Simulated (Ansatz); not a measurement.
# Fe (Fmmm) in Ansatz: further runs

The runs below take Fe through single point, equation of state, with r2SCAN.

All numbers are computed with Ansatz 0.2.0; they aren't measurements. Logs are shortened: lines on timing, memory, paths and dates and some standing lists are left out, and cuts for length are marked.

## (1) The crystal as given

Symmetry: Fmmm, No. 69, orthorhombic system. The conventional cell has a = 2.997 Å, b = 3.883 Å, c = 3.930 Å, α = 90.00°, β = 90.00°, γ = 90.00°. Fe (site symmetry mmm) is surrounded by 12 Fe at 2.45 to 2.76 Å.

## (2) Single point, r2SCAN, collinear spin, ferromagnetic start, 10.75 Å³/atom (volume scaled by 0.94)

Input file input.yaml:

```yaml
crystal:
  lattice:
    - [0.0, 1.9021012277, 1.9249897192]
    - [1.4678507246, 0.0, 1.9249897192]
    - [1.4678507246, 1.9021012277, 0.0]
  atoms:
    - { symbol: Fe, position: [0.0, 0.0, 0.0], spin: 3.0 }
hamiltonian:
  xc: r2scan
  pseudopotentials: { kind: paw }
magnetization:
  spin_polarized: true
kpoints:
  mp_grid: { grid: [13, 13, 13] }
scf:
  occupations: { method: fermi_dirac, width: 0.05 }
output:
  forces: true
  stress: true
  eigenvalues: true
  write_density: true
  write_potential: true
  elf: true
  volumetric_format: npy
```

Potentials or basis: Ansatz PAW.

Command:

```bash
ansatz run input.yaml --threads 2 --pin off --max-ram 5632MiB --backend cpu --events-out ev --progress --plain --runs-dir out
```

Output:

```text
Warning: RAYON_NUM_THREADS=2 ignored (pool sized by the plan → 2); use --threads N
Engine: ansatz 0.2.0, aarch64-unknown-linux-gnu
Pseudopotentials: kind: paw
Pseudopotential: Fe, paw, valence charge 16, recommended cutoff 500 eV (meta_gga), Fe.paw.azcp
Functional definition: r2SCAN
  parameter k0 = 0.174
  parameter k1 = 0.065
  parameter a1 = 4.9479
  exchange = r2scan_x(k0 = k0, k1 = k1, a1 = a1)
  correlation = r2scan_c
Crystal: 1 atoms, lattice volume = 10.749 Å³
Basis set: ecut = 500 eV, 273 PW (Γ), exchange–correlation on 80×72×72 points (64 copies of the dense FFT grid, shifted against one another)
Bands: 14, of which v1, the nominal top of the filled ones, is band 8 counted from 1 (7 counted from 0)
Symmetry: 8 space group operations
Space group: Fmmm (ITA 69), of the structure as read, at distance tolerance 2.2e-5 Å
Magnetic group: BNS 69.521 (UNI 619), of the structure as read, at distance tolerance 2.2e-5 Å
k-points: 343 of 2197
Non-local potential: Fe, projectors of the file, l = 0: 3, l = 1: 2, l = 2: 3, l = 3: 1
PAW form: soft (Blöchl's): semilocal exchange-correlation on the pseudo side does not see the compensation charge
PAW frozen core: Fe, regenerated for the run's functional (the file was generated under x = pbe(κ = 0.804, μ = 0.2195149727645171), c = pbe(β = 0.06672455060314922))
PAW one-centre angular grid: Fe, 590 points (default); XC on 160 Gauss nodes
Initial density: superposition of atomic densities (chi_scale 0.1, normalization cell)
Starting moments: Σ|m| = 3 μB on 1 of 1 site
Initial wavefunctions: pseudopotential atomic-orbital guess
Functional: x = r2scan, c = r2scan; τ floored in thin density (d = 2e-4 eV/Å³)
SCF iter   1: F=—  HF=-4485.456958 eV  |F-HF|=—  |Δ(HF+E_count)|=         —  Δρ=8.73e-2 (↑5.19e-2 ↓8.73e-2)  dr2=1.29e0  dr2_τ=7.76e-3  dr2_m=6.74e-2  M=2.673 μB ∫|m|=2.748 μB  β_m=1.00  ethr=3.10e-3  ⟨swp⟩=5.1  Hψ=48537  notcnv=0
Mixer restart at iter 1: flushing history
preconditioner: auto → none  [metal: Δε(μ)=0.010 eV  Ē_g=16.224 eV  σ=0.050 eV  W_gap=0.05  n_scr=0 (ndim 8)  ℏωp=32.0 eV  f_vac=0.000  D(μ)=0.63/eV (n_scr^D=8)]
SCF iter   2: F=—  HF=-4485.197690 eV  |F-HF|=—  |Δ(HF+E_count)|=   2.59e-1  Δρ=3.36e-2 (↑3.36e-2 ↓1.78e-2)  dr2=1.98e-2  dr2_τ=4.36e-3  dr2_m=5.66e-2  M=2.666 μB ∫|m|=2.868 μB  β_m=1.00  ethr=3.10e-3  ⟨swp⟩=3.4  Hψ=23756  notcnv=0  defer=767  κ⁻¹=1.0e0(r=1)
SCF iter   3: F=—  HF=-4485.418380 eV  |F-HF|=—  |Δ(HF+E_count)|=         —  Δρ=9.29e-3 (↑9.29e-3 ↓7.14e-3)  dr2=6.89e-3  dr2_τ=2.52e-4  dr2_m=1.11e-3  M=2.638 μB ∫|m|=2.873 μB  β_m=1.00  ethr=1.24e-4  ⟨swp⟩=3.0  Hψ=20972  notcnv=0  defer=767
Mixer restart at iter 3: flushing history
SCF iter   4: F=—  HF=-4485.584685 eV  |F-HF|=—  |Δ(HF+E_count)|=   1.66e-1  Δρ=6.17e-3 (↑6.03e-3 ↓6.17e-3)  dr2=5.44e-3  dr2_τ=1.92e-4  dr2_m=4.53e-5  M=2.627 μB ∫|m|=2.877 μB  β_m=1.00  ethr=4.31e-5  ⟨swp⟩=2.5  Hψ=18714  notcnv=0  defer=767  κ⁻¹=1.0e0(r=1)
SCF iter   5: F=—  HF=-4485.713276 eV  |F-HF|=—  |Δ(HF+E_count)|=   1.29e-1  Δρ=5.05e-3 (↑3.79e-3 ↓5.05e-3)  dr2=3.55e-3  dr2_τ=1.08e-4  dr2_m=9.21e-5  M=2.617 μB ∫|m|=2.873 μB  β_m=1.00  ethr=3.40e-5  ⟨swp⟩=2.5  Hψ=19297  notcnv=0  defer=765  κ⁻¹=8.6e-2(r=2)
SCF iter   6: F=—  HF=-4485.816465 eV  |F-HF|=—  |Δ(HF+E_count)|=   1.03e-1  Δρ=2.10e-3 (↑2.10e-3 ↓2.02e-3)  dr2=1.18e-3  dr2_τ=8.93e-6  dr2_m=3.52e-5  M=2.596 μB ∫|m|=2.854 μB  β_m=1.00  ethr=2.22e-5  ⟨swp⟩=2.8  Hψ=20355  notcnv=0  defer=763  κ⁻¹=6.8e-3(r=3)
SCF iter   7: F=—  HF=-4485.821150 eV  |F-HF|=—  |Δ(HF+E_count)|=   4.69e-3  Δρ=1.21e-3 (↑1.12e-3 ↓1.21e-3)  dr2=3.46e-4  dr2_τ=5.53e-6  dr2_m=1.68e-5  M=2.590 μB ∫|m|=2.848 μB  β_m=1.00  ethr=7.40e-6  ⟨swp⟩=2.4  Hψ=19256  notcnv=0  defer=764  κ⁻¹=5.9e-3(r=4)
SCF iter   8: F=—  HF=-4485.821624 eV  |F-HF|=—  |Δ(HF+E_count)|=   4.74e-4  Δρ=2.84e-4 (↑2.84e-4 ↓2.25e-4)  dr2=9.16e-6  dr2_τ=1.63e-7  dr2_m=3.47e-7  M=2.586 μB ∫|m|=2.845 μB  β_m=1.00  ethr=2.17e-6  ⟨swp⟩=2.0  Hψ=16877  notcnv=0  defer=763  κ⁻¹=1.7e-3(r=5)
SCF iter   9: F=—  HF=-4485.821862 eV  |F-HF|=—  |Δ(HF+E_count)|=   2.38e-4  Δρ=2.04e-4 (↑2.04e-4 ↓8.34e-5)  dr2=2.93e-6  dr2_τ=3.65e-8  dr2_m=8.34e-7  M=2.584 μB ∫|m|=2.844 μB  β_m=1.00  ethr=5.73e-8  ⟨swp⟩=2.0  Hψ=14850  notcnv=0  defer=764  κ⁻¹=6.4e-4(r=6)
SCF iter  10: F=—  HF=-4485.821879 eV  |F-HF|=—  |Δ(HF+E_count)|=   1.71e-5  Δρ=1.63e-4 (↑1.63e-4 ↓7.22e-5)  dr2=2.90e-6  dr2_τ=2.49e-8  dr2_m=3.63e-7  M=2.583 μB ∫|m|=2.843 μB  β_m=1.00  ethr=1.83e-8  ⟨swp⟩=2.4  Hψ=13104  notcnv=0  defer=765  κ⁻¹=3.2e-5(r=7)
SCF iter  11: F=—  HF=-4485.821900 eV  |F-HF|=—  |Δ(HF+E_count)|=   2.04e-5  Δρ=4.73e-5 (↑4.73e-5 ↓3.20e-5)  dr2=1.86e-7  dr2_τ=2.14e-9  dr2_m=6.29e-8  M=2.583 μB ∫|m|=2.842 μB  β_m=1.00  ethr=1.81e-8  ⟨swp⟩=2.0  Hψ=14839  notcnv=0  defer=765  κ⁻¹=4.6e-6(r=8)
SCF iter  12: F=—  HF=-4485.821902 eV  |F-HF|=—  |Δ(HF+E_count)|=   1.81e-6  Δρ=1.43e-5 (↑1.43e-5 ↓1.34e-5)  dr2=3.00e-8  dr2_τ=3.33e-10  dr2_m=3.91e-10  M=2.582 μB ∫|m|=2.842 μB  β_m=1.00  ethr=1.16e-9  ⟨swp⟩=2.0  Hψ=15114  notcnv=0  defer=765  κ⁻¹=1.6e-6(r=8)
SCF iter  13: F=—  HF=-4485.821902 eV  |F-HF|=—  |Δ(HF+E_count)|=   1.22e-7  Δρ=8.38e-6 (↑8.38e-6 ↓6.81e-6)  dr2=3.31e-9  dr2_τ=1.04e-10  dr2_m=2.09e-9  M=2.582 μB ∫|m|=2.842 μB  β_m=1.00  ethr=1.88e-10  ⟨swp⟩=2.5  Hψ=13193  notcnv=0  defer=765  κ⁻¹=6.2e-7(r=8)
SCF iter  14: F=-4485.821902 eV  HF=-4485.821902 eV  |F-HF|=7.23e-9  |Δ(HF+E_count)|=   1.26e-7  Δρ=2.35e-6 (↑2.35e-6 ↓2.15e-6)  dr2=4.15e-10  dr2_τ=1.56e-11  dr2_m=7.13e-11  M=2.582 μB ∫|m|=2.842 μB  ethr=2.07e-11  ⟨swp⟩=8.3  Hψ=56977  notcnv=0
SCF 1 converged in 14 iterations: F = -4485.821902 eV  dr2 = 4.15e-10
this state was not tested for a lower state beside it, because the mixer in use, unlike msr1, does not test its closes by its own steps (another_mixer; see scf.mixing.algorithm and scf.lower_state_search)
SCF converged after 14 iterations
Magnetization: 2.5825 μB (9.2912 up, 6.7088 down)
Absolute magnetization: 2.8427 μB (∫|ρ↑−ρ↓|, with the PAW one-centre terms)
Spin contamination: 0.0965 ħ² per cell (⟨S²⟩ above its minimum at these occupations)
Per-site moments (μB) at R_I (Å): [(2.7022890362911296, 0.9910800603073033)]
Free energy (F): -4485.821902 eV
Harris-Foulkes:  -4485.821902 eV  (|F-HF|=7.23e-9)
Internal energy: -4485.815668 eV  (E = F + TS)
E sigma→0 (E₀):  -4485.818785 eV
Entropy (-TS):   -0.006234 eV (-6.234 meV/atom)
Fermi energy:    19.645908 eV
--- Per-component energies (eV) ---
  E_band       = -213.460035
  E_kinetic    = 351.774790
  E_local      = -2000.325811  (includes V_loc(G=0)·N_el)
  E_nonlocal   = 222.641928
  E_hartree    = 845.626930
  E_xc         = -113.895322
  E_vxc        = -169.108612  (∫ρ·V_xc dr)
  E_paw        = -1379.223149  (= ΣΔE_a)
  E_vpaw       = -321.869158  (= ΣTr[D̂ρ^β])
  E_aug_tail   = 0.000294  (compensation charges beyond the density's cutoff)
  E_vtau       = 12.172143  (kinetic-family band-sum trace: ∫τ·v_τ [+ j·A + Jᵃ·Aᵃ] dr)
  E_ewald      = -2412.125854
  E_core_change = -0.289475  (= ΣΔE_core)
  E_smearing   = -0.006234  (= −TS)
  E_closure    = 0.000000  (closes the sum)
  Σ components = -4485.821902   (vs F -4485.821902, Δ=0.00e0)
--- Forces (eV/Å), atoms counted from 1 ---
  atom   1  Fe     0.00000000     0.00000000    -0.00000000
  max |Σ_I F_I| component: 1.23e-32 eV/Å
--- Stress (GPa, compression-positive) ---
       16.402406       0.000000       0.000000
        0.000000      24.009682       0.000000
        0.000000       0.000000      23.404147
  P = ⅓ Tr σ = 21.2721 GPa (212.721 kbar)
--- Band table (eV; the first three rows and the last of 686) ---
  k-point 0 ↑: bands = ["-72.3304", "-36.7548", "-36.7163", "-36.7095", "10.6602", "16.5110", "16.5817", "16.9259", "17.7871", "18.2149", "44.3738", "45.9617", "46.2522", "51.0852"]
  k-point 1 ↑: bands = ["-72.3249", "-36.7695", "-36.7349", "-36.7142", "10.9187", "16.5257", "16.5928", "16.9736", "17.7471", "18.1843", "43.5539", "45.2358", "46.0176", "50.3648"]
  k-point 2 ↑: bands = ["-72.3095", "-36.8377", "-36.7690", "-36.7168", "11.6561", "16.4706", "16.5267", "17.2853", "17.6744", "18.1333", "40.6568", "44.1393", "45.7456", "49.4615"]
  k-point 342 ↓: bands = ["-68.0427", "-33.1298", "-32.7474", "-32.5915", "15.9283", "17.7752", "19.8779", "22.7523", "23.0042", "23.8193", "30.3385", "37.4283", "40.2656", "45.3302"]
```

It took 13 s on 2 threads of Arm Neoverse V2, shared host; peak memory 0.42 GiB.

Results:

* Free energy: -4485.8219 eV
* Pressure: 21.3 GPa
* Band gap on the k mesh: none (metal or under the smearing width)
* Net moment: 2.58 μB per cell
* Absolute moment: 2.84 μB per cell
* Site moments: Fe +2.70 μB

Caveat: the magnetic or orbital state may not be the lowest; the PAW data sets come from PBE, with cores solved anew for the run's functional, which leaves a small shift of forces and pressure.

## (3) Single point, r2SCAN, collinear spin, ferromagnetic start, 10.98 Å³/atom (volume scaled by 0.96)

Input file input.yaml:

```yaml
crystal:
  lattice:
    - [0.0, 1.9154967481, 1.9385464314]
    - [1.4781880421, 0.0, 1.9385464314]
    - [1.4781880421, 1.9154967481, 0.0]
  atoms:
    - { symbol: Fe, position: [0.0, 0.0, 0.0], spin: 3.0 }
hamiltonian:
  xc: r2scan
  pseudopotentials: { kind: paw }
magnetization:
  spin_polarized: true
kpoints:
  mp_grid: { grid: [13, 13, 13] }
scf:
  occupations: { method: fermi_dirac, width: 0.05 }
output:
  forces: true
  stress: true
  eigenvalues: true
```

Potentials or basis: Ansatz PAW.

Command:

```bash
ansatz run input.yaml --threads 2 --pin off --max-ram 5632MiB --backend cpu --events-out ev --progress --plain --runs-dir out
```

Wall time 12 s (2 threads of Arm Neoverse V2, shared host); peak memory 0.42 GiB.

It converged, with:

| Property | Result |
| --- | --- |
| Free energy | -4485.8485 eV |
| Pressure | 15.9 GPa |
| Band gap on the k mesh | none (metal or under the smearing width) |
| Net moment | 2.61 μB per cell |
| Absolute moment | 2.88 μB per cell |
| Site moments | Fe +2.73 μB |

Caveat: the magnetic or orbital state may not be the lowest; the PAW data sets come from PBE, with cores solved anew for the run's functional, which leaves a small shift of forces and pressure.

## (4) Single point, r2SCAN, collinear spin, ferromagnetic start, 11.21 Å³/atom (volume scaled by 0.98)

input.yaml: that of step 3 with these lines changed.

```diff
@@ -2,5 +2,5 @@
   lattice:
-    - [0.0, 1.9154967481, 1.9385464314]
-    - [1.4781880421, 0.0, 1.9385464314]
-    - [1.4781880421, 1.9154967481, 0.0]
+    - [0.0, 1.9287074879, 1.9519161397]
+    - [1.4883827645, 0.0, 1.9519161397]
+    - [1.4883827645, 1.9287074879, 0.0]
   atoms:
```

Command:

```bash
ansatz run input.yaml --threads 2 --pin off --max-ram 5632MiB --backend cpu --events-out ev --progress --plain --runs-dir out
```

Run time: 12 s. Hardware: 2 threads of Arm Neoverse V2, shared host; peak memory 0.42 GiB.

The run converged. Its results:

| Quantity | Value |
| --- | --- |
| Free energy | -4485.8676 eV |
| Pressure | 10.9 GPa |
| Band gap on the k mesh | none (metal or under the smearing width) |
| Net moment | 2.62 μB per cell |
| Absolute moment | 2.91 μB per cell |
| Site moments | Fe +2.76 μB |

Caveat: the magnetic or orbital state may not be the lowest; the PAW data sets come from PBE, with cores solved anew for the run's functional, which leaves a small shift of forces and pressure.

## (5) Single point, r2SCAN, collinear spin, ferromagnetic start, 11.44 Å³/atom

input.yaml: that of step 4 with these lines changed.

```diff
@@ -2,5 +2,5 @@
   lattice:
-    - [0.0, 1.9287074879, 1.9519161397]
-    - [1.4883827645, 0.0, 1.9519161397]
-    - [1.4883827645, 1.9287074879, 0.0]
+    - [0.0, 1.9417396906, 1.9651051623]
+    - [1.4984397099, 0.0, 1.9651051623]
+    - [1.4984397099, 1.9417396906, 0.0]
   atoms:
@@ -20 +20,5 @@
   eigenvalues: true
+  write_density: true
+  write_potential: true
+  elf: true
+  volumetric_format: npy
```

Command:

```bash
ansatz run input.yaml --threads 2 --pin off --max-ram 5632MiB --backend cpu --events-out ev --progress --plain --runs-dir out
```

Run time: 14 s. Hardware: 2 threads of Arm Neoverse V2, shared host; peak memory 0.44 GiB.

Results (log left out):

```yaml
Free_energy: -4485.8799 eV
Pressure: 6.5 GPa
Band_gap_on_the_k_mesh: none (metal or under the smearing width)
Net_moment: 2.64 μB per cell
Absolute_moment: 2.94 μB per cell
Site_moments: Fe +2.78 μB
```

Caveat: the magnetic or orbital state may not be the lowest; the PAW data sets come from PBE, with cores solved anew for the run's functional, which leaves a small shift of forces and pressure.

## (6) Single point, r2SCAN, collinear spin, ferromagnetic start, 11.66 Å³/atom (volume scaled by 1.02)

Input file input.yaml:

```yaml
crystal:
  lattice:
    - [0.0, 1.9545992686, 1.978119483]
    - [1.5083634409, 0.0, 1.978119483]
    - [1.5083634409, 1.9545992686, 0.0]
  atoms:
    - { symbol: Fe, position: [0.0, 0.0, 0.0], spin: 3.0 }
hamiltonian:
  xc: r2scan
  pseudopotentials: { kind: paw }
magnetization:
  spin_polarized: true
kpoints:
  mp_grid: { grid: [13, 13, 13] }
scf:
  occupations: { method: fermi_dirac, width: 0.05 }
output:
  forces: true
  stress: true
  eigenvalues: true
```

Potentials or basis: Ansatz PAW.

Command:

```bash
ansatz run input.yaml --threads 2 --pin off --max-ram 5632MiB --backend cpu --events-out ev --progress --plain --runs-dir out
```

Run time: 12 s. Hardware: 2 threads of Arm Neoverse V2, shared host; peak memory 0.44 GiB.

It converged, with:

* Free energy: -4485.8862 eV
* Pressure: 2.4 GPa
* Band gap on the k mesh: none (metal or under the smearing width)
* Net moment: 2.66 μB per cell
* Absolute moment: 2.96 μB per cell
* Site moments: Fe +2.80 μB

Caveat: the magnetic or orbital state may not be the lowest; the PAW data sets come from PBE, with cores solved anew for the run's functional, which leaves a small shift of forces and pressure.

## (7) Single point, r2SCAN, collinear spin, ferromagnetic start, 11.89 Å³/atom (volume scaled by 1.04)

input.yaml: that of step 6 with these lines changed.

```diff
@@ -2,5 +2,5 @@
   lattice:
-    - [0.0, 1.9545992686, 1.978119483]
-    - [1.5083634409, 0.0, 1.978119483]
-    - [1.5083634409, 1.9545992686, 0.0]
+    - [0.0, 1.9672918273, 1.9909647747]
+    - [1.5181582831, 0.0, 1.9909647747]
+    - [1.5181582831, 1.9672918273, 0.0]
   atoms:
```

Command:

```bash
ansatz run input.yaml --threads 2 --pin off --max-ram 5632MiB --backend cpu --events-out ev --progress --plain --runs-dir out
```

Wall time 13 s (2 threads of Arm Neoverse V2, shared host); peak memory 0.43 GiB.

It converged, with:

* Free energy: -4485.8870 eV
* Pressure: -1.3 GPa
* Band gap on the k mesh: none (metal or under the smearing width)
* Net moment: 2.67 μB per cell
* Absolute moment: 2.99 μB per cell
* Site moments: Fe +2.82 μB

Caveat: the magnetic or orbital state may not be the lowest; the PAW data sets come from PBE, with cores solved anew for the run's functional, which leaves a small shift of forces and pressure.

## (8) Single point, r2SCAN, collinear spin, ferromagnetic start, 12.12 Å³/atom (volume scaled by 1.06)

input.yaml: that of step 7 with these lines changed.

```diff
@@ -2,5 +2,5 @@
   lattice:
-    - [0.0, 1.9672918273, 1.9909647747]
-    - [1.5181582831, 0.0, 1.9909647747]
-    - [1.5181582831, 1.9672918273, 0.0]
+    - [0.0, 1.9798226863, 2.0036464209]
+    - [1.5278283418, 0.0, 2.0036464209]
+    - [1.5278283418, 1.9798226863, 0.0]
   atoms:
@@ -20 +20,5 @@
   eigenvalues: true
+  write_density: true
+  write_potential: true
+  elf: true
+  volumetric_format: npy
```

Command:

```bash
ansatz run input.yaml --threads 2 --pin off --max-ram 5632MiB --backend cpu --events-out ev --progress --plain --runs-dir out
```

Run time: 14 s. Hardware: 2 threads of Arm Neoverse V2, shared host; peak memory 0.43 GiB.

The run converged. Its results:

- Free energy: -4485.8827 eV
- Pressure: -4.7 GPa
- Band gap on the k mesh: none (metal or under the smearing width)
- Net moment: 2.68 μB per cell
- Absolute moment: 3.01 μB per cell
- Site moments: Fe +2.83 μB

Caveat: the magnetic or orbital state may not be the lowest; the PAW data sets come from PBE, with cores solved anew for the run's functional, which leaves a small shift of forces and pressure.

## (9) Equation of state, r2SCAN, collinear spin, ferromagnetic start

Potentials or basis: Ansatz PAW.

No new run: the results of the series are fitted here.

Results:

| Quantity | Value |
| --- | --- |
| Equilibrium volume | 11.81 Å³/atom |
| Bulk modulus at fixed shape and positions | 188 GPa |
| Pressure derivative of the bulk modulus | 4.0 (rough: it moves with the points fitted) |

Energy against volume, from the lowest point:
| volume (Å³/atom) | energy (meV/atom) |
| --- | --- |
| 10.749 | 65.12 |
| 10.978 | 38.54 |
| 11.207 | 19.44 |
| 11.435 | 7.11 |
| 11.664 | 0.79 |
| 11.893 | 0.00 |
| 12.121 | 4.34 |

Caveat: the magnetic or orbital state may not be the lowest; the cell was scaled at fixed shape and fractional positions, which overstates the stiffness of a crystal with free parameters, most of all of layers and chains; the PAW data sets were made with another functional, which shifts forces and pressure a little.
